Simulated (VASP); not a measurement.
Output of a VASP run:

File OUTCAR:
```
 ion  position               nearest neighbor table
   1  0.000  0.000  0.000-   2 2.39   3 2.39   3 2.39   3 2.39   3 2.39   2 2.39   2 2.39   2 2.39
  LATTYP: Found a face centered cubic cell.
 ALAT       =     5.5196909690
 Subroutine PRICEL returns:
 Original cell was already a primitive cell.
 Subroutine GETGRP returns: Found 48 space group operations
The static configuration has the point symmetry O_h .
The dynamic configuration has the point symmetry O_h .
 Subroutine INISYM returns: Found 48 space group operations
 Subroutine IBZKPT returns following result:
 Found     20 irreducible k-points:

 Following reciprocal coordinates:
            Coordinates               Weight
  0.000000  0.000000  0.000000      1.000000
  0.142857  0.000000  0.000000      8.000000
  0.285714  0.000000  0.000000      8.000000
  0.428571  0.000000  0.000000      8.000000
  0.142857  0.142857  0.000000      6.000000
  0.285714  0.142857  0.000000     24.000000
  0.428571  0.142857  0.000000     24.000000
 -0.428571  0.142857  0.000000     24.000000
 -0.285714  0.142857  0.000000     24.000000
 -0.142857  0.142857  0.000000     12.000000
  0.285714  0.285714  0.000000      6.000000
  0.428571  0.285714  0.000000     24.000000
 -0.428571  0.285714  0.000000     24.000000
 -0.285714  0.285714  0.000000     12.000000
  0.428571  0.428571  0.000000      6.000000
 -0.428571  0.428571  0.000000     12.000000
  0.428571  0.285714  0.142857     24.000000
 -0.428571  0.285714  0.142857     48.000000
 -0.428571  0.428571  0.142857     24.000000
 -0.285714  0.428571  0.142857     24.000000
   k-points           NKPTS =     20   k-points in BZ     NKDIM =     20   number of bands    NBANDS=     16
   number of dos      NEDOS =    301   number of ions     NIONS =      3
   total plane-waves  NPLWV =  27000
   dimension x,y,z NGX =    30 NGY =   30 NGZ =   30
   dimension x,y,z NGXF=    60 NGYF=   60 NGZF=   60
   ions per type =               1   2
   PREC   = accura    normal or accurate (medium, high low for compatibility)
   ISTART =      0    job   : 0-new  1-cont  2-samecut
   ICHARG =      2    charge: 1-file 2-atom 10-const
   ISPIN  =      1    spin polarized calculation?
   LNONCOLLINEAR =      F non collinear calculations
   LSORBIT =      F    spin-orbit coupling
   INIWAV =      1    electr: 0-lowe 1-rand  2-diag
   ENCUT  =  520.0 eV  38.22 Ry    6.18 a.u.   7.26  7.26  7.26*2*pi/ulx,y,z
   NELM   =    100;   NELMIN=  2; NELMDL= -5     # of ELM steps
   EDIFF  = 0.1E-06   stopping-criterion for ELM
   LREAL  =      F    real-space projection
   NLSPLINE    = F    spline interpolate recip. space projectors
   LMAXMIX     =    2 max onsite mixed and CHGCAR
   VOSKOWN=      0    Vosko Wilk Nusair interpolation
   EDIFFG = 0.1E-05   stopping-criterion for IOM
   NSW    =      0    number of steps for IOM
   NBLOCK =      1;   KBLOCK =      1    inner block; outer block
   IBRION =     -1    ionic relax: 0-MD 1-quasi-New 2-CG
   NFREE  =      0    steps in history (QN), initial steepest desc. (CG)
   ISIF   =      2    stress and relaxation
   ISYM   =      2    0-nonsym 1-usesym 2-fastsym
   TEIN   =    0.0    initial temperature
   TEBEG  =    0.0;   TEEND  =   0.0 temperature during run
   SMASS  =  -3.00    Nose mass-parameter (am)
   PSTRESS=    0.0 pullay stress
   NELECT =      24.0000    total number of electrons
   EFERMI =   0.00;   METHOD = LEGACY
   ISMEAR =     0;   SIGMA  =   0.05  broadening in eV -4-tet -1-fermi 0-gaus
   IALGO  =     38    algorithm
   LDIAG  =      T    sub-space diagonalisation (order eigenvalues)
   IMIX   =      4    mixing-type and parameters
     AMIX     =   0.40;   BMIX     =  1.00
     AMIX_MAG =   1.60;   BMIX_MAG =  1.00
     AMIN     =   0.10
   GGA     = BO    functional components
   VOSKOWN =     0    Vosko Wilk Nusair interpolation
   LHFCALC =     F    Hartree Fock is set to
   LHFONE  =     F    Hartree Fock one center treatment
   AEXX    =    0.0000 exact exchange contribution
...
```

**OSZICAR**
```
       N       E                     dE             d eps       ncg     rms          rms(c)
DAV:   1     0.230322360961E+03    0.23032E+03   -0.13974E+04   640   0.153E+03
DAV:   2    -0.308255538400E+01   -0.23340E+03   -0.22883E+03   824   0.384E+02
DAV:   3    -0.127634463175E+02   -0.96809E+01   -0.96747E+01   688   0.899E+01
DAV:   4    -0.131125402724E+02   -0.34909E+00   -0.34893E+00  1120   0.133E+01
DAV:   5    -0.131150354564E+02   -0.24952E-02   -0.24952E-02   688   0.115E+00    0.837E+00
DAV:   6    -0.115903429443E+02    0.15247E+01   -0.83893E+00   672   0.201E+01    0.311E+00
DAV:   7    -0.115758035800E+02    0.14539E-01   -0.20946E-01   816   0.414E+00    0.166E+00
DAV:   8    -0.115698569757E+02    0.59466E-02   -0.31326E-02   712   0.221E+00    0.185E-01
DAV:   9    -0.115710810321E+02   -0.12241E-02   -0.57471E-03   960   0.562E-01    0.125E-01
DAV:  10    -0.115713461027E+02   -0.26507E-03   -0.40094E-04   656   0.189E-01    0.274E-02
DAV:  11    -0.115713414915E+02    0.46112E-05   -0.53967E-05   856   0.725E-02    0.975E-03
DAV:  12    -0.115713424036E+02   -0.91217E-06   -0.85635E-06   848   0.276E-02    0.281E-03
DAV:  13    -0.115713424219E+02   -0.18268E-07   -0.23111E-06   920   0.117E-02    0.282E-03
DAV:  14    -0.115713422418E+02    0.18005E-06   -0.61651E-07   792   0.742E-03    0.410E-04
DAV:  15    -0.115713422553E+02   -0.13471E-07   -0.17793E-08   432   0.141E-03
   1 F= -.11571342E+02 E0= -.11571342E+02  d E =-.866014E-18
```

OUTCAR:
```
------------------------ aborting loop because EDIFF is reached ----------------------------------------
  FORCE on cell =-STRESS in cart. coord.  units (eV):
  Direction    XX          YY          ZZ          XY          YZ          ZX
  --------------------------------------------------------------------------------------
  Total       -0.6583830     -0.6583830     -0.6583830     -0.0000000      0.0000000     -0.0000000
  in kB      -25.0902427    -25.0902427    -25.0902427     -0.0000000      0.0000000     -0.0000000
  external PRESSURE =     -25.0902427 kB  Pullay stress =       0.0000000 kB
  volume of cell :       42.04
      direct lattice vectors                 reciprocal lattice vectors
     0.000000000  2.759845485  2.759845485    -0.181169563  0.181169563  0.181169563
     2.759845485  0.000000000  2.759845485     0.181169563 -0.181169563  0.181169563
     2.759845485  2.759845485  0.000000000     0.181169563  0.181169563 -0.181169563
 POSITION                                       TOTAL-FORCE (eV/Angst)
 -----------------------------------------------------------------------------------
      0.00000      0.00000      0.00000        -0.000000     -0.000000     -0.000000
      1.37992      1.37992      1.37992         0.000000      0.000000      0.000000
      4.13977      4.13977      4.13977        -0.000000     -0.000000     -0.000000
 -----------------------------------------------------------------------------------
    total drift:                                0.000000     -0.000000      0.000000
  FREE ENERGIE OF THE ION-ELECTRON SYSTEM (eV)
  ---------------------------------------------------
  free  energy   TOTEN  =       -11.5713422553 eV

  energy  without entropy=      -11.5713422553  energy(sigma->0) =      -11.57134226
```
(Selected blocks of OUTCAR.)

File POSCAR:
```
CaF2
1
    0.0000000000     2.7598454845     2.7598454845
    2.7598454845     0.0000000000     2.7598454845
    2.7598454845     2.7598454845     0.0000000000
Ca F
1 2
Direct
  0.0000000000   0.0000000000   0.0000000000
  0.2500000000   0.2500000000   0.2500000000
  0.7500000000   0.7500000000   0.7500000000
```

Reconstruct the remaining input files.

One answer among several that fit: the input of the run itself, optB88-vdW, plane waves, VASP's PBE PAW potentials (set 64).

File KPOINTS:
```
Automatic mesh
0
Gamma
7 7 7
0 0 0
```

**INCAR**
```
! general
SYSTEM    =  CaF2
PREC      =  Accurate
ENCUT     =  520
LREAL     =  .FALSE.
LASPH     =  .TRUE.

! electronic loop
EDIFF     =  1E-7
NELM      =  100
ALGO      =  Normal

! smearing
ISMEAR    =  0
SIGMA     =  0.05

! functional
GGA       =  BO
LUSE_VDW  =  .TRUE.
AGGAC     =  0.0
PARAM1    =  0.1833333333
PARAM2    =  0.22

! ions
ISIF      =  2

! output
LWAVE     =  .FALSE.
LCHARG    =  .FALSE.
```

POTCAR, in this order: Ca_sv F (PBE.64 set). Program: vasp_std.

The compound is CaF2 in the fluorite structure. This cell is one point of a volume scan, at 1.03 of the reference volume.
